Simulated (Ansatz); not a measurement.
Write the native input for Ansatz 0.2.0 that does the following.

| Item | Value |
| --- | --- |
| Task | projected density of states |
| Functional | r2SCAN |
| Potentials or basis | Ansatz PAW |
| Cutoff | 500 eV (not typed: the program's choice for these potentials) |
| k mesh | 6 × 6 × 6 |
| Occupations | fermi-dirac, width 0.05 eV |
| Spin | no spin polarisation |

The system is In.

```
In
1.0
    -1.88253    1.88253    1.88253
     1.88253   -1.88253    1.88253
     1.88253    1.88253   -1.88253
In
1
Direct
  0.00000 0.00000 0.00000
```

This isn't the form of In at room conditions, which is tetragonal.

The input as run:

input.yaml

```yaml
crystal:
  lattice:
    - [-1.88252524, 1.88252524, 1.88252524]
    - [1.88252524, -1.88252524, 1.88252524]
    - [1.88252524, 1.88252524, -1.88252524]
  atoms:
    - { symbol: In, position: [0.0, 0.0, 0.0] }
hamiltonian:
  xc: r2scan
  pseudopotentials: { kind: paw }
kpoints:
  mp_grid: { grid: [6, 6, 6] }
scf:
  occupations: { method: fermi_dirac, width: 0.05 }
  n_extra_bands: 6
output:
  forces: true
  stress: true
  eigenvalues: true
  dos: { projected: true, de: 0.05, nscf_kmesh: { grid: [9, 9, 9] } }
  write_density: true
  write_potential: true
  elf: true
  volumetric_format: npy
```

Potentials or basis: Ansatz PAW.

Command:

```bash
$ ansatz run input.yaml --threads 2 --pin off --max-ram 5632MiB --backend cpu --events-out ev --progress --plain --runs-dir out
```

Results of the run:

The pressure is -0.9 GPa, the band gap on the k mesh is none (metal or under the smearing width) and the density of states at the Fermi level is 0.40 states/eV per cell.

Caveat: the k mesh is coarse (spacing up to 0.39 Å⁻¹), so the values aren't converged; the PAW data sets come from PBE, with cores solved anew for the run's functional, which leaves a small shift of forces and pressure; the density of states is complete only up to the lowest level of the last band computed.

Run time: 1.1 s on 2 threads of Arm Neoverse V2, with other jobs on the host, peak memory 0.32 GiB.
